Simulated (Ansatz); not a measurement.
**How far is this SnTe from the hull?**

Method: Ansatz, DFT PBE, scalar-relativistic, plane waves, PAW. All cells share a 420 eV cutoff and Γ-centred k meshes spaced at most about 0.3 Å⁻¹ (about 0.25 or finer for metals, 2π included). No spin polarisation.

Formation energies are uncorrected and refer to the elements' standard structures at the same level. The references include grey tin.

Temperature and zero-point effects are left out. Spin–orbit coupling, which can matter for Te, is left out. The reference form of Te is held partly by dispersion forces, which this level lacks.

The competitors are the elements and 1 reference phase of this chemical system (from databases or known types: SnTe), relaxed at the same level; other known phases may be missing.

The candidate was reached from: ordered vacancies on the cation sites of antifluorite.

```cif
data_structure
_symmetry_space_group_name_H-M 'P 1'
_symmetry_Int_Tables_number 1
_cell_length_a 4.7326
_cell_length_b 4.7326
_cell_length_c 7.7403
_cell_angle_alpha 90.000
_cell_angle_beta 90.000
_cell_angle_gamma 90.000
_cell_volume 173.37
loop_
_atom_site_label
_atom_site_type_symbol
_atom_site_fract_x
_atom_site_fract_y
_atom_site_fract_z
_atom_site_occupancy
Sn1 Sn 0.50000 0.50000 0.25000 1
Sn2 Sn 0.50000 0.50000 0.75000 1
Te1 Te 0.00000 0.50000 0.00000 1
Te2 Te 0.50000 0.00000 0.50000 1
```

Question: Is it stable, and against what?

Answer: Not the lowest form: another structure of the same formula lies lower. Its formation energy is -0.026 eV/atom. The lowest competing phase at this composition is this:

```tsv
phase	space group	source	share of atoms	ΔE_f (eV/atom)
SnTe	Fm-3m (No. 225)	Materials Project	1.0000	-0.288
```

The candidate lies 0.26 eV/atom above this phase. The candidate matches no cell in the subsets of the Crystallography Open Database and the Materials Project at hand. A phase this far over the hull is unlikely to be made.
